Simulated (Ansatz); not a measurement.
# Bands of Bi2Te3

```
Bi Te
1.0
     2.20850    1.27508    9.94667
    -2.20850    1.27508    9.94667
     0.00000   -2.55016    9.94667
Bi Te
2 3
Direct
  0.81200 0.81200 0.81200
  0.40200 0.40200 0.40200
  0.61100 0.61100 0.61100
  0.20000 0.20000 0.20000
  0.00000 0.00000 0.00000
```

Atom numbers follow the list: Bi1, Bi2, Te3, Te4, Te5.

The cell comes from COD entry 9012858, which wasn't checked; take it as a given geometry.

Spin–orbit coupling is left out, though it moves levels of the heavy atoms by tenths of an eV or more.

Theory: DFT, LDA, all-electron LAPW, scalar-relativistic in Ansatz 0.2.0.

Settings: a Γ-centred 8×8×8 k mesh, Fermi–Dirac smearing of 0.08 eV, basis error target 1 meV/atom, no spin polarisation.

Points in fractions of the reciprocal vectors of this cell: Γ (0, 0, 0), T (0.5, 0.5, 0.5), H2 (0.822, 0.178, 0.5), H0 (0.5, -0.178, 0.178), L (0.5, 0, 0), S0 (0.339, -0.339, 0), S2 (0.661, 0, 0.339), F (0.5, 0, 0.5). The path joins them by straight lines in the order Γ–T–H2–H0–L–Γ–S0–S2–F; legs that retrace an earlier one aren't tabulated. Energies are in eV from the Fermi level.

Q: List the levels at L between -14 and 6.5 eV.

A: -12.01, -11.87, -11.20, -10.49, -10.06, -5.54, -3.80, -3.76, -3.58, -3.27, -3.20, -2.20, -0.30, -0.26, -0.15, 0.45, 2.49, 2.68, 3.38, 3.44, 3.53, 4.27.

Q: List the levels at S2 between -14 and 6.5 eV.

A: -11.58, -11.35, -11.18, -11.07, -10.38, -5.07, -4.79, -4.49, -4.01, -3.32, -3.27, -1.34, -1.24, -0.20, 0.46, 1.56, 1.67, 3.36, 3.47, 3.98, 5.18, 5.49, 5.78, 6.43.

Q: List the levels at H2 between -14 and 6.5 eV.

A: -11.59, -11.37, -11.17, -11.06, -10.37, -5.04, -4.77, -4.50, -3.94, -3.72, -2.95, -1.64, -0.60, -0.54, 0.78, 0.88, 2.05, 3.05, 3.75, 3.97, 5.17, 5.39, 5.91, 6.38.

Q: What is the band gap?

A: None at this level of theory (metallic, semimetallic, or a small gap that the functional closes).
